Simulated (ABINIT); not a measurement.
## MgO (Fm-3m): G0W0 in ABINIT against the bands in the screening

Aim: move the bands in the screening of a G0W0 run on MgO (Fm-3m) over a wide range.

Program: ABINIT 10.8.3. Level of theory: PBE and many-body steps on it, plane waves. Results are calculated unless marked as measured.

### Step 1. The structure

Symmetry: Fm-3m, No. 225, cubic system. Conventional cell: a = 4.194 Å, b = 4.194 Å, c = 4.194 Å, α = 90.00°, β = 90.00°, γ = 90.00°. Nearest to Mg lie 6 O at 2.10 Å. Nearest to O lie 6 Mg at 2.10 Å. Farther neighbours and most contacts between anions are not listed.

The cell and positions are those that the Materials Project relaxed with its own functionals (PBE, PBE+U or r2SCAN), kept fixed.

### Step 2. Screening, 6×6×6 mesh, 16 bands, screening to 261.2 eV

This step: ABINIT 10.8.3; RPA screening on PBE, plane waves, norm-conserving pseudopotentials.

The RPA dielectric matrix is built and inverted for each q.

The input, run.abi:

```
acell 3*1.0 Angstrom
rprim 
  -0.000000000000 2.097001392700 2.097001392700
  2.097001392700 0.000000000000 2.097001392700
  2.097001392700 2.097001392700 0.000000000000
ntypat 2
znucl 12 8
natom 2
typat 1 2
xred 
  0.000000000000 0.000000000000 0.000000000000
  0.500000000000 0.500000000000 0.500000000000
pp_dirpath "pseudos"
pseudos "Mg.upf, O.upf"
ecut 38
ngkpt 6 6 6
nshiftk 1
shiftk 0 0 0
kptopt 1
chksymbreak 0
istwfk *1
occopt 1
irdwfk 1
optdriver 3
nband 16
ecuteps 9.6
inclvkb 2
awtr 1
symchi 1
indata_prefix "in"
outdata_prefix "out"
tmpdata_prefix "tmp"
```

Command:

```console
$ OMP_NUM_THREADS=1 mpirun -n 8 abinit run.abi > log
```

What it wrote:

```text
.Version 10.8.3 of ABINIT. v10.8.2 released Aug 2026.

 Symmetries : space group Fm -3 m (#225); Bravais cF (face-center cubic)
[... echo of the input left out ...]
== DATASET  1 ==================================================================
-   mpi_nproc: 8, omp_nthreads: 1 (-1 if OMP is not activated)

--- !DatasetInfo
iteration_state: {dtset: 1, }
dimensions: {natom: 2, nkpt: 16, mband: 16, nsppol: 1, nspinor: 1, nspden: 1, mpw: 1411, }
cutoff_energies: {ecut:  38.0, pawecutdg:  -1.0, }
electrons: {nelect:   1.60000000E+01, charge:   0.00000000E+00, occopt:   1.00000000E+00, tsmear:   1.00000000E-02, }

 SCREENING: Calculation of the susceptibility and dielectric matrices

 Based on a program developped by R.W. Godby, V. Olevano, G. Onida, and L. Reining.
 Incorporated in ABINIT by V. Olevano, G.-M. Rignanese, and M. Torrent.
.Using double precision arithmetic ; gwpc =  8

[... cell and pseudopotentials left out ...]
--------------------------------------------------------------------------------

 ==== K-mesh for the wavefunctions ====
 Number of points in the irreducible wedge :    16
[... list of points left out ...]
 Together with 48 symmetry operations and time-reversal symmetry
 yields   216 points in the full Brillouin Zone.

 ==== Q-mesh for the screening function ====
 Number of points in the irreducible wedge :    16
[... list of points left out ...]
 Together with 48 symmetry operations and time-reversal symmetry
 yields   216 points in the full Brillouin Zone.

 setmesh: FFT mesh size selected  =    24x   24x   24
          total number of points  =        13824

 vcoul_init : cutoff-mode = AUXILIARY_FUNCTION
 q-points for optical limit:   1
     1)      0.000010    0.000020    0.000030

- screening: taking advantage of time-reversal symmetry
- Maximum band index for partially occupied states nbvw = 8
- Remaining bands to be divided among processors   nbcw = 8
- Number of bands treated by each node ~1

 Number of electrons calculated from density =   16.0000; Expected =   16.0000
 average of density, n =  0.128557
 r_s =    1.2291
 omega_plasma =   34.5863 [eV]

 calculating chi0 at frequencies [eV] :
  1    0.000000E+00    0.000000E+00
  2    0.000000E+00    3.458631E+01

--------------------------------------------------------------------------------
  q-point number  1        q = ( 0.000000, 0.000000, 0.000000) [r.l.u.]
--------------------------------------------------------------------------------
[... chi0 elements left out ...]
 For q-point:  0.000010 0.000020 0.000030
  dielectric constant =   2.9400
  dielectric constant without local fields =   3.1225

  Average fulfillment of the sum rule on Im[epsilon] for q-point    1 :     11.03  [%]
[... wings left out ...]
  q-point number  2        q = ( 0.166667, 0.000000, 0.000000) [r.l.u.]
--------------------------------------------------------------------------------
[... chi0 elements left out ...]
  Average fulfillment of the sum rule on Im[epsilon] for q-point    2 :     34.44  [%]

 [... 14 further q-points ...]
```

It took 3.8 s on 8 MPI ranks of Intel Xeon 6975P-C (Granite Rapids), shared host; peak memory 0.95 GiB.

This step gave:

```
ε∞ with local fields, on this mesh, along the program's q direction : 2.94
the same without local fields                                       : 3.123
plasma frequency                                                    : 34.59 eV
plane waves in the screening matrix                                 : 169
```

Local fields lower ε∞ by 6 %.

### Step 3. 16 bands

This step: G0W0 on PBE, plane waves, norm-conserving pseudopotentials.

run.abi, as its differences from that of step 2:

```diff
@@ -23,8 +23,15 @@
 irdwfk 1
-optdriver 3
-nband 16
+optdriver 4
+nband 92
+gwcalctyp 0
+ecutsigx 38
+symsigma 1
+nkptgw 1
+kptgw 
+  0.0000000000 0.0000000000 0.0000000000
+bdgw 
+  6 12
 ecuteps 9.6
-inclvkb 2
-awtr 1
-symchi 1
+irdscr 1
+ppmodel 1
 indata_prefix "in"
```

What it wrote:

```text
.Version 10.8.3 of ABINIT. v10.8.2 released Aug 2026.

 Symmetries : space group Fm -3 m (#225); Bravais cF (face-center cubic)
[... echo of the input left out ...]
== DATASET  1 ==================================================================
-   mpi_nproc: 8, omp_nthreads: 1 (-1 if OMP is not activated)

--- !DatasetInfo
iteration_state: {dtset: 1, }
dimensions: {natom: 2, nkpt: 16, mband: 92, nsppol: 1, nspinor: 1, nspden: 1, mpw: 1411, }
cutoff_energies: {ecut:  38.0, pawecutdg:  -1.0, }
electrons: {nelect:   1.60000000E+01, charge:   0.00000000E+00, occopt:   1.00000000E+00, tsmear:   1.00000000E-02, }

 SIGMA: Calculation of the GW corrections

 Based on a program developped by R.W. Godby, V. Olevano, G. Onida, and L. Reining.
 Incorporated in ABINIT by V. Olevano, G.-M. Rignanese, and M. Torrent.
.Using double precision arithmetic ; gwpc =  8

[... cell and pseudopotentials left out ...]
--------------------------------------------------------------------------------

 ==== K-mesh for the wavefunctions ====
 Number of points in the irreducible wedge :    16
[... list of points left out ...]
 Together with 48 symmetry operations and time-reversal symmetry
 yields   216 points in the full Brillouin Zone.

 ==== Q-mesh for screening function ====
 Number of points in the irreducible wedge :    16
[... list of points left out ...]
 Together with 48 symmetry operations and time-reversal symmetry
 yields   216 points in the full Brillouin Zone.

 vcoul_init : cutoff-mode = AUXILIARY_FUNCTION
 q-points for optical limit:   1
     1)      0.000010    0.000020    0.000030
 setmesh: FFT mesh size selected  =    32x   32x   32
          total number of points  =        32768

 Number of electrons calculated from density =   16.0000; Expected =   16.0000
 average of density, n =  0.128557
 r_s =    1.2291
 omega_plasma =   34.5863 [eV]

 === KS Band Gaps ===
  >>>> For spin  1
   Minimum direct gap =   4.8948 [eV], located at k-point      :   0.0000  0.0000  0.0000
   Fundamental gap    =   4.8948 [eV], Top of valence bands at :   0.0000  0.0000  0.0000
                                       Bottom of conduction at :   0.0000  0.0000  0.0000
 SIGMA fundamental parameters:
 PLASMON POLE MODEL  1
 number of plane-waves for SigmaX                 1411
 number of plane-waves for SigmaC and W            169
 number of plane-waves for wavefunctions          1411
 number of bands                                    92
 number of independent spin polarizations            1
 number of spinorial components                      1
 number of k-points in IBZ                          16
 number of q-points in IBZ                          16
 number of symmetry operations                      48
 number of k-points in BZ                          216
 number of q-points in BZ                          216
 number of frequencies for dSigma/dE                 9
 frequency step for dSigma/dE [eV]                0.25
 number of omega for Sigma on real axis              0
 max omega for Sigma on real axis  [eV]           0.00
 zcut for avoiding poles [eV]                     0.10

 EPSILON^-1 parameters (SCR file):
 dimension of the eps^-1 matrix on file            169
 dimension of the eps^-1 matrix used               169
 number of plane-waves for wavefunctions          1411
 number of bands                                    16
 number of q-points in IBZ                          16
 number of frequencies                               2
 number of real frequencies                          1
 number of imag frequencies                          1

 matrix elements of self-energy operator (all in [eV])

 Perturbative Calculation

--- !SelfEnergy_ee
iteration_state: {dtset: 1, }
kpoint     : [   0.000,    0.000,    0.000, ]
spin       : 1
KS_gap     :    4.895
QP_gap     :    7.408
Delta_QP_KS:    2.513
data: !SigmaeeData |
     Band     E0 <VxcDFT>   SigX SigC(E0)      Z dSigC/dE  Sig(E)    E-E0       E
        6   4.841 -20.153 -25.631   4.156   0.799  -0.252 -21.209  -1.056   3.785
        7   4.841 -20.153 -25.631   4.156   0.799  -0.252 -21.209  -1.056   3.785
        8   4.841 -20.153 -25.631   4.156   0.799  -0.252 -21.209  -1.056   3.785
        9   9.736 -13.562  -8.944  -2.906   0.851  -0.175 -12.105   1.457  11.193
       10  20.877  -9.643  -3.728  -3.943   0.859  -0.164  -7.949   1.695  22.571
       11  20.877  -9.643  -3.728  -3.943   0.859  -0.164  -7.949   1.695  22.571
       12  20.877  -9.643  -3.728  -3.943   0.859  -0.164  -7.949   1.695  22.571

== END DATASET(S) ==============================================================
================================================================================

 -outvars: echo values of variables after computation  --------
           etotal      0.0000000000E+00
            nband          92
             nkpt          16
          spgroup         225
 [... the other variables as echoed above ...]

 Calculation completed.
```

Run time: 3 s. Hardware: 8 MPI ranks; peak memory 0.16 GiB.

This step gave:

```
G0W0 gap on the points computed              : 7.408 eV
starting gap on the mesh                     : 4.895 eV
k of the valence top                         : 0, 0, 0
k of the conduction bottom                   : 0, 0, 0
Z at the valence top                         : 0.799
Z at the conduction bottom                   : 0.851
least direct G0W0 gap on the computed points : 7.408 eV
```

### Step 4. Screening, 6×6×6 mesh, 27 bands, screening to 261.2 eV

This step: RPA screening on PBE, plane waves, norm-conserving pseudopotentials.

run.abi, as its differences from that of step 3:

```diff
@@ -23,15 +23,8 @@
 irdwfk 1
-optdriver 4
-nband 92
-gwcalctyp 0
-ecutsigx 38
-symsigma 1
-nkptgw 1
-kptgw 
-  0.0000000000 0.0000000000 0.0000000000
-bdgw 
-  6 12
+optdriver 3
+nband 27
 ecuteps 9.6
-irdscr 1
-ppmodel 1
+inclvkb 2
+awtr 1
+symchi 1
 indata_prefix "in"
```

What it wrote:

```text
.Version 10.8.3 of ABINIT. v10.8.2 released Aug 2026.

 Symmetries : space group Fm -3 m (#225); Bravais cF (face-center cubic)
[... echo of the input left out ...]
== DATASET  1 ==================================================================
-   mpi_nproc: 8, omp_nthreads: 1 (-1 if OMP is not activated)

--- !DatasetInfo
iteration_state: {dtset: 1, }
dimensions: {natom: 2, nkpt: 16, mband: 27, nsppol: 1, nspinor: 1, nspden: 1, mpw: 1411, }
cutoff_energies: {ecut:  38.0, pawecutdg:  -1.0, }
electrons: {nelect:   1.60000000E+01, charge:   0.00000000E+00, occopt:   1.00000000E+00, tsmear:   1.00000000E-02, }

 SCREENING: Calculation of the susceptibility and dielectric matrices

 Based on a program developped by R.W. Godby, V. Olevano, G. Onida, and L. Reining.
 Incorporated in ABINIT by V. Olevano, G.-M. Rignanese, and M. Torrent.
.Using double precision arithmetic ; gwpc =  8

[... cell and pseudopotentials left out ...]
--------------------------------------------------------------------------------

 ==== K-mesh for the wavefunctions ====
 Number of points in the irreducible wedge :    16
[... list of points left out ...]
 Together with 48 symmetry operations and time-reversal symmetry
 yields   216 points in the full Brillouin Zone.

 ==== Q-mesh for the screening function ====
 Number of points in the irreducible wedge :    16
[... list of points left out ...]
 Together with 48 symmetry operations and time-reversal symmetry
 yields   216 points in the full Brillouin Zone.

 setmesh: FFT mesh size selected  =    24x   24x   24
          total number of points  =        13824

 vcoul_init : cutoff-mode = AUXILIARY_FUNCTION
 q-points for optical limit:   1
     1)      0.000010    0.000020    0.000030

- screening: taking advantage of time-reversal symmetry
- Maximum band index for partially occupied states nbvw = 8
- Remaining bands to be divided among processors   nbcw = 19
- Number of bands treated by each node ~2

 Number of electrons calculated from density =   16.0000; Expected =   16.0000
 average of density, n =  0.128557
 r_s =    1.2291
 omega_plasma =   34.5863 [eV]

 calculating chi0 at frequencies [eV] :
  1    0.000000E+00    0.000000E+00
  2    0.000000E+00    3.458631E+01

--------------------------------------------------------------------------------
  q-point number  1        q = ( 0.000000, 0.000000, 0.000000) [r.l.u.]
--------------------------------------------------------------------------------
[... chi0 elements left out ...]
 For q-point:  0.000010 0.000020 0.000030
  dielectric constant =   2.9835
  dielectric constant without local fields =   3.1982

  Average fulfillment of the sum rule on Im[epsilon] for q-point    1 :     27.21  [%]
[... wings left out ...]
  q-point number  2        q = ( 0.166667, 0.000000, 0.000000) [r.l.u.]
--------------------------------------------------------------------------------
[... chi0 elements left out ...]
  Average fulfillment of the sum rule on Im[epsilon] for q-point    2 :     50.49  [%]

 [... 14 further q-points ...]
```

The job ended after 8.9 s (8 MPI ranks; peak memory 0.99 GiB).

This step gave:

```yaml
eps_infinity_with_local_fields_on_this_mesh_along_the_program_s_q_direction: 2.983
the_same_without_local_fields: 3.198
plasma_frequency: 34.59 eV
plane_waves_in_the_screening_matrix: 169
```

### Step 5. 27 bands

The self-energy is evaluated for the states that the input lists, and the levels follow from it, in one-shot runs by the linearised quasiparticle equation.

This step: G0W0 on PBE, plane waves, norm-conserving pseudopotentials.

run.abi, as its differences from that of step 4:

```diff
@@ -23,8 +23,15 @@
 irdwfk 1
-optdriver 3
-nband 27
+optdriver 4
+nband 92
+gwcalctyp 0
+ecutsigx 38
+symsigma 1
+nkptgw 1
+kptgw 
+  0.0000000000 0.0000000000 0.0000000000
+bdgw 
+  6 12
 ecuteps 9.6
-inclvkb 2
-awtr 1
-symchi 1
+irdscr 1
+ppmodel 1
 indata_prefix "in"
```

What it wrote:

```text
.Version 10.8.3 of ABINIT. v10.8.2 released Aug 2026.

 Symmetries : space group Fm -3 m (#225); Bravais cF (face-center cubic)
[... echo of the input left out ...]
== DATASET  1 ==================================================================
-   mpi_nproc: 8, omp_nthreads: 1 (-1 if OMP is not activated)

--- !DatasetInfo
iteration_state: {dtset: 1, }
dimensions: {natom: 2, nkpt: 16, mband: 92, nsppol: 1, nspinor: 1, nspden: 1, mpw: 1411, }
cutoff_energies: {ecut:  38.0, pawecutdg:  -1.0, }
electrons: {nelect:   1.60000000E+01, charge:   0.00000000E+00, occopt:   1.00000000E+00, tsmear:   1.00000000E-02, }

 SIGMA: Calculation of the GW corrections

 Based on a program developped by R.W. Godby, V. Olevano, G. Onida, and L. Reining.
 Incorporated in ABINIT by V. Olevano, G.-M. Rignanese, and M. Torrent.
.Using double precision arithmetic ; gwpc =  8

[... cell and pseudopotentials left out ...]
--------------------------------------------------------------------------------

 ==== K-mesh for the wavefunctions ====
 Number of points in the irreducible wedge :    16
[... list of points left out ...]
 Together with 48 symmetry operations and time-reversal symmetry
 yields   216 points in the full Brillouin Zone.

 ==== Q-mesh for screening function ====
 Number of points in the irreducible wedge :    16
[... list of points left out ...]
 Together with 48 symmetry operations and time-reversal symmetry
 yields   216 points in the full Brillouin Zone.

 vcoul_init : cutoff-mode = AUXILIARY_FUNCTION
 q-points for optical limit:   1
     1)      0.000010    0.000020    0.000030
 setmesh: FFT mesh size selected  =    32x   32x   32
          total number of points  =        32768

 Number of electrons calculated from density =   16.0000; Expected =   16.0000
[...]
number of q-points in BZ                          216
 number of frequencies for dSigma/dE                 9
 frequency step for dSigma/dE [eV]                0.25
 number of omega for Sigma on real axis              0
 max omega for Sigma on real axis  [eV]           0.00
 zcut for avoiding poles [eV]                     0.10

 EPSILON^-1 parameters (SCR file):
 dimension of the eps^-1 matrix on file            169
 dimension of the eps^-1 matrix used               169
 number of plane-waves for wavefunctions          1411
 number of bands                                    27
 number of q-points in IBZ                          16
 number of frequencies                               2
 number of real frequencies                          1
 number of imag frequencies                          1

 matrix elements of self-energy operator (all in [eV])

 Perturbative Calculation

--- !SelfEnergy_ee
iteration_state: {dtset: 1, }
kpoint     : [   0.000,    0.000,    0.000, ]
spin       : 1
KS_gap     :    4.895
QP_gap     :    7.232
Delta_QP_KS:    2.337
data: !SigmaeeData |
     Band     E0 <VxcDFT>   SigX SigC(E0)      Z dSigC/dE  Sig(E)    E-E0       E
        6   4.841 -20.153 -25.631   4.013   0.805  -0.242 -21.333  -1.179   3.662
        7   4.841 -20.153 -25.631   4.013   0.805  -0.242 -21.333  -1.179   3.662
        8   4.841 -20.153 -25.631   4.013   0.805  -0.242 -21.333  -1.179   3.662
        9   9.736 -13.562  -8.944  -3.260   0.853  -0.172 -12.403   1.158  10.894
       10  20.877  -9.643  -3.728  -4.324   0.867  -0.153  -8.263   1.380  22.257
       11  20.877  -9.643  -3.728  -4.324   0.867  -0.153  -8.263   1.380  22.257
       12  20.877  -9.643  -3.728  -4.324   0.867  -0.153  -8.263   1.380  22.257

== END DATASET(S) ==============================================================
================================================================================

 -outvars: echo values of variables after computation  --------
           etotal      0.0000000000E+00
            nband          92
             nkpt          16
          spgroup         225
 [... the other variables as echoed above ...]

 Calculation completed.
```

It took 3.1 s on 8 MPI ranks; peak memory 0.83 GiB; 23 s of CPU time.

This step gave:

```yaml
g0w0_gap_on_the_points_computed: 7.232 eV
starting_gap_on_the_mesh: 4.895 eV
k_of_the_valence_top: 0, 0, 0
k_of_the_conduction_bottom: 0, 0, 0
z_at_the_valence_top: 0.805
z_at_the_conduction_bottom: 0.853
least_direct_g0w0_gap_on_the_computed_points: 7.232 eV
```

The gap on the mesh goes from 4.89 eV to 7.23 eV, a correction of +2.34 eV.

### Step 6. Screening, 6×6×6 mesh, 92 bands, screening to 261.2 eV

This step: RPA screening on PBE, plane waves, norm-conserving pseudopotentials.

run.abi, as its differences from that of step 5:

```diff
@@ -23,15 +23,8 @@
 irdwfk 1
-optdriver 4
+optdriver 3
 nband 92
-gwcalctyp 0
-ecutsigx 38
-symsigma 1
-nkptgw 1
-kptgw 
-  0.0000000000 0.0000000000 0.0000000000
-bdgw 
-  6 12
 ecuteps 9.6
-irdscr 1
-ppmodel 1
+inclvkb 2
+awtr 1
+symchi 1
 indata_prefix "in"
```

What it wrote:

```text
.Version 10.8.3 of ABINIT. v10.8.2 released Aug 2026.

 Symmetries : space group Fm -3 m (#225); Bravais cF (face-center cubic)
[... echo of the input left out ...]
== DATASET  1 ==================================================================
-   mpi_nproc: 8, omp_nthreads: 1 (-1 if OMP is not activated)

--- !DatasetInfo
iteration_state: {dtset: 1, }
dimensions: {natom: 2, nkpt: 16, mband: 92, nsppol: 1, nspinor: 1, nspden: 1, mpw: 1411, }
cutoff_energies: {ecut:  38.0, pawecutdg:  -1.0, }
[...]
--------------------------------------------------------------------------------
[... chi0 elements left out ...]
 For q-point:  0.000010 0.000020 0.000030
  dielectric constant =   3.0157
  dielectric constant without local fields =   3.2355

  Average fulfillment of the sum rule on Im[epsilon] for q-point    1 :     70.65  [%]
[... wings left out ...]
  q-point number  2        q = ( 0.166667, 0.000000, 0.000000) [r.l.u.]
--------------------------------------------------------------------------------
[... chi0 elements left out ...]
  Average fulfillment of the sum rule on Im[epsilon] for q-point    2 :     85.64  [%]

 [... 14 further q-points ...]
```

Wall time 27 s (8 MPI ranks); peak memory 1.3 GiB; 3.5 min of CPU time.

This step gave:

* ε∞ with local fields, on this mesh, along the program's q direction: 3.016
* the same without local fields: 3.236
* plasma frequency: 34.59 eV
* plane waves in the screening matrix: 169

(Continued in part 2 of 2.)

[Paths, hosts, dates, memory and timing lines, banners, echoed tables and standing remarks are left out of the program output.]

[Logs are printed without paths, hosts, clocks, repeated set-up lines and the standing remarks that a program may print on its own settings, such as how far it seeks lower states.]

[Runs of the session that timed out or met a known fault of the program may be left out.]

[Hosts, paths, dates, database ids (printed as entryN), source tags and the programs' standing remarks are cut or masked in the printed files.]

[G0W0 gaps are taken among the corrected bands and points alone; a level outside them can change the order at an edge.]

[Where Ansatz stands beside ABINIT at settings called matched, ABINIT's density can come from a denser mesh and the files from another edition; pairs whose starting gaps differed by over 0.03 eV were left out, so agreement reads better than it is.]
